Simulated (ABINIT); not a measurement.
# C (P6_3/mmc) in ABINIT: band structure with PBEsol

Aim: the band structure of C with PBEsol.

The COD entry that gives the cell may itself be a prediction, so a difference from it is no test against experiment.

Everything below comes from runs of ABINIT 10.8.3 (patched build). Logs are shortened: lines on timing, memory, paths and dates and some standing lists are left out, and cuts for length are marked. The log counts tension as positive stress, the text compression.

### 1 The structure

The structure is hexagonal, space group P6_3/mmc (No. 194). Conventional cell: a = 2.522 Å, b = 2.522 Å, c = 12.356 Å, α = 90.00°, β = 90.00°, γ = 120.00°. C (site symmetry 3m) is surrounded by 4 C at 1.54 Å. C (site symmetry 3m) is surrounded by 4 C at 1.54 Å. Around C (site symmetry 3m) lie 4 C at 1.54 Å.

This is a hexagonal form of diamond, not graphite.

### 2 Band structure, PBEsol

run.abi

```
ndtset 2

pp_dirpath "./"
pseudos "C.GGA_PBE-JTH.xml"

acell 3*1.0 Angstrom
rprim
     2.5221000000     0.0000000000     0.0000000000
    -1.2610500000     2.1842026709     0.0000000000
     0.0000000000     0.0000000000    12.3557000000
ntypat 1
znucl 6
natom 12
typat 1 1 1 1 1 1 1 1 1 1 1 1
xred
     0.6666666667     0.3333333333     0.3541700000
     0.3333333333     0.6666666667     0.8541700000
     0.6666666667     0.3333333333     0.1458300000
     0.3333333333     0.6666666667     0.6458300000
     0.6666666667     0.3333333333     0.4791700000
     0.3333333333     0.6666666667     0.9791700000
     0.6666666667     0.3333333333     0.0208300000
     0.3333333333     0.6666666667     0.5208300000
     0.0000000000     0.0000000000     0.8125000000
     0.0000000000     0.0000000000     0.3125000000
     0.0000000000     0.0000000000     0.6875000000
     0.0000000000     0.0000000000     0.1875000000

ecut 19.0
pawecutdg 38.0
pawxcdev 0

ixc -116133

occopt 3
tsmear 0.05 eV

nstep 100

iomode 3
prtwf 0
prteig 0
prtebands 0
prtden1 1

kptopt1 1
ngkpt1 12 12 3
nshiftk1 1
shiftk1 0.0 0.0 0.0
nband1 32
tolvrs1 1.0e-9

iscf2 -2
getden2 1
nband2 38
nbdbuf2 4
tolwfr2 1.0e-11
kptopt2 -7
ndivsm2 6
prteig2 1
prtvol2 -3
kptbounds2
     0.0000000000     0.0000000000     0.0000000000
     0.5000000000     0.0000000000     0.0000000000
     0.3333333333     0.3333333333     0.0000000000
     0.0000000000     0.0000000000     0.0000000000
     0.0000000000     0.0000000000     0.5000000000
     0.5000000000     0.0000000000     0.5000000000
     0.3333333333     0.3333333333     0.5000000000
     0.0000000000     0.0000000000     0.5000000000
```

Potentials or basis: JTH PAW PBE v2.0.

The run is started by

```
$ abinit run.abi > log 2>&1
```

run.abo:

```text
.Version 10.8.3 of ABINIT
 DATASET    1 : space group P6_3/m m c (#194); Bravais hP (primitive hexag.)
================================================================================
 Values of the parameters that define the memory need for DATASET  1.
     intxc =       0    ionmov =       0      iscf =      17    lmnmax =       8
     lnmax =       4     mgfft =      96  mpssoang =       2    mqgrid =    6480
     natom =      12  nloc_mem =       2    nspden =       1   nspinor =       1
    nsppol =       1      nsym =      24    n1xccc =       1    ntypat =       1
    occopt =       3   xclevel =       2
       mpw =        1846          nfft =       38400          nkpt =          38
 PAW method is used; the additional fine FFT grid is defined by:
   mgfftf=       135    nfftf =    121500
================================================================================
================================================================================

 DATASET    2 : space group P6_3/m m c (#194); Bravais hP (primitive hexag.)
================================================================================
 Values of the parameters that define the memory need for DATASET  2.
     intxc =       0    ionmov =       0      iscf =      -2    lmnmax =       8
     lnmax =       4     mgfft =      96  mpssoang =       2    mqgrid =    6480
     natom =      12  nloc_mem =       2    nspden =       1   nspinor =       1
    nsppol =       1      nsym =      24    n1xccc =       1    ntypat =       1
    occopt =       3   xclevel =       2
       mpw =        1846          nfft =       38400          nkpt =         193
 PAW method is used; the additional fine FFT grid is defined by:
   mgfftf=       135    nfftf =    121500
================================================================================
================================================================================

--------------------------------------------------------------------------------
------------- Echo of variables that govern the present computation ------------
--------------------------------------------------------------------------------
 -outvars: echo values of preprocessed input variables --------
            acell      1.8897261259E+00  1.8897261259E+00  1.8897261259E+00 Bohr
              amu      1.20110000E+01
             ecut      1.90000000E+01 Hartree
           getden1          0
           getden2          1
             iscf1         17
             iscf2         -2
              ixc     -116133
           jdtset        1    2
           kptopt1          1
           kptopt2         -7
         kptrlatt       12    0    0      0   12    0      0    0    3
          kptrlen1     5.71929391E+01
          kptrlen2     3.00000000E+01
            natom          12
            nband1         32
            nband2         38
           nbdbuf1          0
           nbdbuf2          4
           ndtset           2
           ndivsm1          0
           ndivsm2          6
            ngfft          20      20      96
          ngfftdg          30      30     135
             nkpt1         38
             nkpt2        193
            nstep         100
             nsym          24
           ntypat           1
           occopt           3
        pawecutdg      3.80000000E+01 Hartree
         pawxcdev           0
        prtebands           0
           prteig1          0
           prteig2          1
           prtvol1          0
           prtvol2         -3
            prtwf           0
            rprim      2.5221000000E+00  0.0000000000E+00  0.0000000000E+00
                      -1.2610500000E+00  2.1842026709E+00  0.0000000000E+00
                       0.0000000000E+00  0.0000000000E+00  1.2355700000E+01
           shiftk1     0.00000000E+00  0.00000000E+00  0.00000000E+00
           shiftk2     5.00000000E-01  5.00000000E-01  5.00000000E-01
[... 2912 lines left out ...]
   12        1.50737          2.63407535

================================================================================

 ----iterations are completed or convergence reached----

 Mean square residual over all n,k,spin=   45.241E-13; max=  99.994E-13
 reduced coordinates (array xred) for   12 atoms
       0.666666666667      0.333333333333      0.354170000000
       0.333333333333      0.666666666667      0.854170000000
       0.666666666667      0.333333333333      0.145830000000
       0.333333333333      0.666666666667      0.645830000000
       0.666666666667      0.333333333333      0.479170000000
       0.333333333333      0.666666666667      0.979170000000
       0.666666666667      0.333333333333      0.020830000000
       0.333333333333      0.666666666667      0.520830000000
      -0.000000000000     -0.000000000000      0.812500000000
      -0.000000000000     -0.000000000000      0.312500000000
      -0.000000000000     -0.000000000000      0.687500000000
      -0.000000000000     -0.000000000000      0.187500000000

 cartesian coordinates (angstrom) at end:
    1      1.26105000000000     0.72806755696667     4.37601826900000
    2      0.00000000000000     1.45613511393333    10.55386826900000
    3      1.26105000000000     0.72806755696667     1.80183173100000
    4      0.00000000000000     1.45613511393333     7.97968173100000
    5      1.26105000000000     0.72806755696667     5.92048076900000
    6      0.00000000000000     1.45613511393333    12.09833076900000
    7      1.26105000000000     0.72806755696667     0.25736923100000
    8      0.00000000000000     1.45613511393333     6.43521923100000
    9     -0.00000000000000    -0.00000000000000    10.03900625000000
   10     -0.00000000000000    -0.00000000000000     3.86115625000000
   11     -0.00000000000000    -0.00000000000000     8.49454375000000
   12     -0.00000000000000    -0.00000000000000     2.31669375000000
 length scales=  1.889726125908  1.889726125908  1.889726125908 bohr
              =  1.000000000000  1.000000000000  1.000000000000 angstroms
 Eigenvalues (hartree) for nkpt= 193  k points:
 kpt#   1, nband= 38, wtk=  1.00000, kpt=  0.0000  0.0000  0.0000 (reduced coord)
  -0.41586   -0.38838   -0.38671   -0.30481   -0.30398   -0.20089   -0.11973    0.02905
   0.03063    0.23565    0.23842    0.26952    0.26952    0.28596    0.28596    0.29181
   0.29181    0.33696    0.33696    0.34233    0.34233    0.37311    0.37876    0.37876
   0.57147    0.57147    0.58501    0.61085    0.61085    0.63005    0.63005    0.63308
   0.65311    0.66769    0.66769    0.66857    0.68976    0.69263
 kpt#   2, nband= 38, wtk=  1.00000, kpt=  0.0147  0.0000  0.0000 (reduced coord)
  -0.41566   -0.38819   -0.38651   -0.30462   -0.30379   -0.20071   -0.11954    0.02919
   0.03078    0.23566    0.23843    0.26844    0.26903    0.28494    0.28555    0.29077
   0.29135    0.33604    0.33665    0.34140    0.34197    0.37276    0.37787    0.37845
   0.57174    0.57195    0.58545    0.61075    0.61139    0.62975    0.63048    0.63363
   0.65390    0.66771    0.66845    0.66921    0.69078    0.69332
 kpt#   3, nband= 38, wtk=  1.00000, kpt=  0.0294  0.0000  0.0000 (reduced coord)
  -0.41507   -0.38760   -0.38593   -0.30406   -0.30322   -0.20019   -0.11900    0.02962
   0.03121    0.23568    0.23845    0.26524    0.26759    0.28192    0.28435    0.28769
   0.28998    0.33329    0.33575    0.33867    0.34090    0.37173    0.37525    0.37752
   0.57245    0.57339    0.58673    0.61046    0.61298    0.62893    0.63176    0.63526
[... 1127 lines left out ...]
   0.58578    0.58578    0.58790    0.58790    0.60991    0.60991    0.65341    0.65341
   0.65586    0.65586    0.66664    0.66667    0.69339    0.69361
 kpt# 192, nband= 38, wtk=  1.00000, kpt=  0.0085  0.0085  0.5000 (reduced coord)
  -0.40857   -0.40856   -0.35231   -0.35231   -0.24557   -0.24557   -0.06300   -0.06300
   0.13268    0.13269    0.27325    0.27325    0.27385    0.27385    0.31065    0.31065
   0.31124    0.31124    0.32914    0.32914    0.36565    0.36565    0.36622    0.36622
   0.58598    0.58598    0.58654    0.58654    0.60807    0.60807    0.65362    0.65362
   0.65428    0.65428    0.66468    0.66471    0.69168    0.69169
 kpt# 193, nband= 38, wtk=  1.00000, kpt=  0.0000  0.0000  0.5000 (reduced coord)
  -0.40876   -0.40876   -0.35251   -0.35250   -0.24575   -0.24575   -0.06317   -0.06317
   0.13258    0.13259    0.27433    0.27433    0.27433    0.27433    0.31163    0.31163
   0.31163    0.31163    0.32932    0.32932    0.36653    0.36653    0.36653    0.36653
   0.58606    0.58606    0.58606    0.58606    0.60745    0.60745    0.65372    0.65372
   0.65372    0.65372    0.66402    0.66405    0.69112    0.69184

== END DATASET(S) ==============================================================
================================================================================

 -outvars: echo values of variables after computation  --------
            acell      1.8897261259E+00  1.8897261259E+00  1.8897261259E+00 Bohr
           etotal1    -6.8730570876E+01
            fcart1     3.2367519812E-30 -1.6937576443E-28  6.0353912287E-03
                      -1.0622431502E-28 -2.3665039103E-28  6.0353912287E-03
                      -9.5631308536E-29  5.9459897243E-30 -6.0353912287E-03
                      -9.5631308536E-29 -1.2860326347E-28 -6.0353912287E-03
                       1.0210481250E-28  9.9722741948E-29 -4.7638759281E-04
                      -1.0887256664E-29  1.9757674427E-28 -4.7638759281E-04
                      -9.5631308536E-29 -2.7538426695E-28  4.7638759281E-04
                       7.3856795208E-29  2.1388574465E-28  4.7638759281E-04
                       7.3856795208E-29  9.9722741948E-29  6.6038466691E-03
                       1.7360760627E-29 -4.7058261532E-29  6.6038466691E-03
                       1.7360760627E-29  8.3413741561E-29 -6.6038466691E-03
                       1.1622882114E-28  1.5680424330E-28 -6.6038466691E-03
            rprim      2.5221000000E+00  0.0000000000E+00  0.0000000000E+00
                      -1.2610500000E+00  2.1842026709E+00  0.0000000000E+00
                       0.0000000000E+00  0.0000000000E+00  1.2355700000E+01
           strten1     2.6280883319E-04  2.6280883302E-04 -1.6515617171E-05
                       0.0000000000E+00  0.0000000000E+00  0.0000000000E+00
           xangst      1.2610500000E+00  7.2806755697E-01  4.3760182690E+00
                       2.5825260071E-17  1.4561351139E+00  1.0553868269E+01
                       1.2610500000E+00  7.2806755697E-01  1.8018317310E+00
                       2.5825260071E-17  1.4561351139E+00  7.9796817310E+00
                       1.2610500000E+00  7.2806755697E-01  5.9204807690E+00
                       2.5825260071E-17  1.4561351139E+00  1.2098330769E+01
                       1.2610500000E+00  7.2806755697E-01  2.5736923100E-01
                       2.5825260071E-17  1.4561351139E+00  6.4352192310E+00
                      -1.8667289936E-16 -8.0831736523E-17  1.0039006250E+01
                      -1.8667289936E-16 -8.0831736523E-17  3.8611562500E+00
                      -1.8667289936E-16 -8.0831736523E-17  8.4945437500E+00
                      -1.8667289936E-16 -8.0831736523E-17  2.3166937500E+00
             xred      6.6666666667E-01  3.3333333333E-01  3.5417000000E-01
                       3.3333333333E-01  6.6666666667E-01  8.5417000000E-01
                       6.6666666667E-01  3.3333333333E-01  1.4583000000E-01
                       3.3333333333E-01  6.6666666667E-01  6.4583000000E-01
                       6.6666666667E-01  3.3333333333E-01  4.7917000000E-01
                       3.3333333333E-01  6.6666666667E-01  9.7917000000E-01
                       6.6666666667E-01  3.3333333333E-01  2.0830000000E-02
                       3.3333333333E-01  6.6666666667E-01  5.2083000000E-01
                      -9.2518585385E-17 -3.7007434154E-17  8.1250000000E-01
                      -9.2518585385E-17 -3.7007434154E-17  3.1250000000E-01
                      -9.2518585385E-17 -3.7007434154E-17  6.8750000000E-01
                      -9.2518585385E-17 -3.7007434154E-17  1.8750000000E-01
 Calculation completed.
```

Run time: 7.7 min. Hardware: 1 thread of Arm Neoverse V2, shared host; peak memory 0.38 GiB.

Results:

```
Free energy             : -1870.2541 eV
Pressure                : -5.0 GPa
Largest force           : 0.340 eV/Å
Band gap on the k mesh  : 4.25 eV, indirect (least direct gap 5.24 eV)
Band gap along the path : 4.22 eV, indirect (least direct gap 5.24 eV)
```

Forces on the atoms (eV/Å):
```
C    0.000  0.000  0.310
C    0.000  0.000  0.310
C    0.000  0.000 -0.310
C    0.000  0.000 -0.310
C    0.000  0.000 -0.024
C    0.000  0.000 -0.024
C    0.000  0.000  0.024
C    0.000  0.000  0.024
C    0.000  0.000  0.340
C    0.000  0.000  0.340
C    0.000  0.000 -0.340
C    0.000  0.000 -0.340
```

Levels at the corners of the path, in eV from the valence-band top:
| point | band 22 | band 23 | band 24 | band 25 | band 26 | band 27 |
| --- | --- | --- | --- | --- | --- | --- |
| Γ | -0.15 | 0.00 | 0.00 | 5.24 | 5.24 | 5.61 |
| M | -4.08 | -3.66 | -2.90 | 4.37 | 4.95 | 5.10 |
| K | -4.82 | -4.57 | -4.57 | 5.42 | 5.42 | 6.11 |
| Γ | -0.15 | 0.00 | 0.00 | 5.24 | 5.24 | 5.61 |
| A | -0.33 | -0.33 | -0.33 | 5.64 | 5.64 | 5.64 |
| L | -3.78 | -3.25 | -3.25 | 4.54 | 4.54 | 5.76 |
| H | -5.36 | -4.80 | -4.80 | 5.65 | 5.65 | 6.98 |
| A | -0.33 | -0.33 | -0.33 | 5.64 | 5.64 | 5.64 |

Caveat: the PAW data sets were made with another functional, which shifts forces and pressure a little; the atomic spheres overlap.
